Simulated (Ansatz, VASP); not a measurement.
## Hg: VASP beside Ansatz

```
Hg
1.0
     2.12432   -2.67258    0.00000
     2.12432    2.67258    0.00000
    -2.11513    0.00000    2.89220
Hg
1
Direct
  0.00000 0.00000 0.00000
```

Alike in both runs: task single point; functional PBE; k mesh 12 × 12 × 12; occupations gaussian, width 0.05 eV; no spin polarisation.

|  | VASP | Ansatz |
| --- | --- | --- |
| version | VASP 6.6.1 | Ansatz 0.2.0 |
| potentials or method | VASP PAW PBE potentials, release 64 (Hg) | scalar-relativistic, plane waves, PAW |
| plane-wave cutoff (eV) | 520 | 420 |
| valence electrons in the cell | 12 | 20 |

|  | VASP | Ansatz | Ansatz less VASP |
| --- | --- | --- | --- |
| gap on the k mesh at the Fermi level (eV) | none | none | - |
| pressure (GPa) | -0.4 | -0.5 | -0.05 |
| largest component of the traceless stress (GPa) | 0.32 | 0.31 | -0.015 |

A gap of «none» marks a metal or a gap that the smearing closes. The two sets of potentials don't hold the same shells in valence.

The runs have no spin-orbit coupling, so splittings on Hg are missing.
